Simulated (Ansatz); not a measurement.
# Volume and stiffness along a series: compounds in the zinc blende structure

PBE equations of state with Ansatz, Ansatz PAW (earlier soft set), cutoff 420 eV (Γ-centred k meshes with a spacing near 0.25 Å⁻¹, Fermi-Dirac smearing of 0.05 eV, no spin polarisation, no spin-orbit coupling), all in space group F-43m. V0 and B0 come from Birch-Murnaghan fits. Gaps hold for the database cell, not V0, and a dash stands where no gap was taken; † marks indirect gaps read on the mesh alone, too high where an edge lies between its points. The cells needn't be the stable forms at room conditions.

| crystal | V0 (Å³/atom) | B0 (GPa) | gap (eV) |
| --- | --- | --- | --- |
| BN | 5.95 | 371.0 | - |
| AlN | 10.67 | 193.3 | 3.32† |
| BP | 11.76 | 161.9 | 1.24† |
| GaN | 11.77 | 171.7 | 1.72 |
| BAs | 13.90 | 131.4 | 1.18† |
| GaP | 20.87 | 76.9 | 1.64† |

From BN to GaP the volume grows from 5.95 to 20.87 Å³ an atom, and the modulus runs between 76.9 (GaP) and 371.0 GPa (BN). A power law B0 ≈ 3650 × V0^(-1.26) (GPa, Å³) holds to 3 % (root mean square); GaN lies farthest from it (+5 %). On the whole larger cells are softer, though not row by row.
